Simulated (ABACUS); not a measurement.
BN under changes of volume

One of the cells (8.249 Å³/atom); the others are scaled copies at fixed shape and fractional positions:

```xyz
2
Lattice="2.5080 0.0000 0.0000 -1.2467 2.1762 0.0000 -0.6307 -1.0881 3.0225" Properties=species:S:1:pos:R:3 pbc="T T T"
N     0.6410   -0.3484    2.9772
B     1.2297    2.1384    0.0055
```

The cell comes from a database or a generator and needn't be the stable form of this composition.

* Program: ABACUS 3.10.1
* Functional: PBE
* Potentials or basis: PseudoDojo NC SR 0.4.1 PBE standard
* Cutoff: 1143 eV
* Density cutoff: 4572 eV
* Basis: plane waves
* k mesh: 13 × 13 × 9
* Occupations: fermi-dirac, width 0.05 eV
* Spin: no spin polarisation

```csv
volume (Å³/atom),energy over the lowest point (meV/atom),pressure (GPa),gap on the mesh (eV),largest force (eV/Å)
7.754,44.18,23.5,2.84,3.144
7.919,23.58,16.6,2.85,3.002
8.084,9.73,10.4,2.86,2.868
8.249,?,?,?,?
8.414,0.00,-0.6,2.88,2.620
8.579,3.09,-5.4,2.88,2.506
8.744,10.88,-9.7,2.89,2.398
```

**Question.** What does the run at 8.249 Å³/atom give?

**Answer.** Energy over the lowest point 2.05 meV/atom; pressure 4.6 GPa; gap on the mesh 2.87 eV; largest force 2.741 eV/Å.

Worked out: A Birch-Murnaghan fit of order 3 (a polynomial in V^(-2/3)) to the other rows has its minimum at 8.39 Å³/atom with B0 = V·E''(V) = 257 GPa and B' = 3.6 at fixed shape and positions, which overstates the stiffness. It gives 2.05 meV/atom at 8.249 Å³/atom, against the run's 2.05, and -dE/dV = 4.6 GPa, against 4.6. A straight line through the other rows of the gap, of slope 0.411 eV per unit of ln V, gives 2.87 eV, against the run's 2.87.

Energies are extrapolated to zero smearing.

Caveats: an odd mesh through Γ misses points on the zone boundary, where band edges often lie; forces of over 1 eV/Å show positions far from the minimum, so gaps and moduli don't describe the material at rest.
